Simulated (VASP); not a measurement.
**From an Ansatz input to VASP: SnO (strained rocksalt)**

Ansatz input

```yaml
crystal:
  lattice:
    - [0.0, 2.5910107872, 2.5369732568]
    - [2.5910107872, 0.0, 2.5369732568]
    - [2.5910107872, 2.5910107872, 0.0]
  atoms:
    - { symbol: Sn, position: [0.0, 0.0, 0.0] }
    - { symbol: O, position: [0.5, 0.5, 0.5] }
kpoints:
  mp_grid: { grid: [8, 8, 8] }
  band_path:
    path:
      - [0.0, 0.0, 0.0]
      - [0.5, 0.0, 0.5]
      - [0.625, 0.25, 0.625]
      - [0.375, 0.375, 0.75]
      - [0.5, 0.5, 0.5]
      - [0.5, 0.25, 0.75]
      - [0.5, 0.425, 0.575]
      - [-0.129232, 0.006185, 0.434814]
      - [0.048665, 0.146484, -0.421224]
    npoints: 1
hamiltonian:
  xc: r2scan
scf:
  occupations: { method: fermi_dirac, width: 0.02 }
  n_extra_bands: 4
output:
  forces: true
  stress: true
  eigenvalues: true
```

**Question.** Write VASP inputs for this cell and level of theory.

**Answer.** 

INCAR

```
SIGMA = 0.02
NSW = 0
NBANDS = 17
METAGGA = R2SCAN
IBRION = -1
EDIFF = 1E-7
ENCUT = 520
LWAVE = .FALSE.
ISMEAR = -1
ALGO = Normal
PREC = Accurate
LCHARG = .FALSE.
NELM = 120
ISIF = 2
LREAL = .FALSE.
LASPH = .TRUE.
```

KPOINTS

```
KPOINTS created by Atomic Simulation Environment
0
Gamma
8 8 8
0 0 0
```

KPOINTS_OPT

```
special points
9
Reciprocal
0.0000000000 0.0000000000 0.0000000000 1
0.5000000000 0.0000000000 0.5000000000 1
0.6250000000 0.2500000000 0.6250000000 1
0.3750000000 0.3750000000 0.7500000000 1
0.5000000000 0.5000000000 0.5000000000 1
0.5000000000 0.2500000000 0.7500000000 1
0.5000000000 0.4250000000 0.5750000000 1
-0.1292320000 0.0061850000 0.4348140000 1
0.0486650000 0.1464840000 -0.4212240000 1
```

POSCAR

```
Sn O
 1.0000000000000000
     0.0000000000000000    2.5910107872000001    2.5369732568000001
     2.5910107872000001    0.0000000000000000    2.5369732568000001
     2.5910107872000001    2.5910107872000001    0.0000000000000000
 Sn  O
   1   1
Cartesian
  0.0000000000000000  0.0000000000000000  0.0000000000000000
  2.5910107871999997  2.5910107871999997  2.5369732568000001
```

VASP ran with the recommended PBE PAW datasets (20 valence electrons in the cell). Other inputs would serve too.

```json
{"": "gap between bands v and c", "Ansatz": "0.11 eV", "VASP": "0.11 eV"}
{"": "least direct gap", "Ansatz": "0.13 eV", "VASP": "0.13 eV"}
{"": "pressure", "Ansatz": "-3.9 GPa", "VASP": "-3.7 GPa"}
```

Each program uses its own PAW datasets. VASP's cell holds 20 valence electrons and Ansatz's 20. Ansatz's stress includes a Pulay correction; VASP's doesn't.
